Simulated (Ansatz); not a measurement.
GaSb under strains and displacements

All numbers below come from Ansatz 0.2.0, DFT PBEsol, scalar-relativistic, plane waves, PAW.

Plane waves to 420 eV, a k mesh through Γ of 16×16×16 on the computed 2-atom cell and Gaussian smearing (0.10 eV); no spin polarisation.

Reference cell:

```xyz
2
Lattice="-2.7534 2.7534 1.5907 2.7534 -2.7534 1.5907 2.7534 2.7534 -1.5907" Properties=species:S:1:pos:R:3 pbc="T T T"
Ga    2.7534    0.0000    0.7954
Sb    0.0000    0.0000    0.0000
```

Each variant moves atoms of this cell by the vectors given, if any (Å), and then applies a symmetric strain (tensor components, Cartesian axes). The reference cell isn't relaxed at this level. Energies are per atom at zero smearing, counted from the lowest variant. Pressure is positive in compression.

1. strain (xx yy zz yz xz xy, %) 0.08 0.08 -2.92 0.00 0.00 0.00
2. strain (xx yy zz yz xz xy, %) -0.89 -0.89 -2.38 0.00 0.00 0.00
3. strain (xx yy zz yz xz xy, %) -3.21 -3.21 -1.71 0.00 0.00 0.00

Q: Order the variants by energy, lowest first.

A: 2 (0.0 meV/atom), 1 (3.2 meV/atom), 3 (5.9 meV/atom).

Q: Order them by pressure, highest first.

A: 3 (2.04 GPa), 2 (-0.72 GPa), 1 (-1.53 GPa).

This form isn't the usual stable structure of the compound.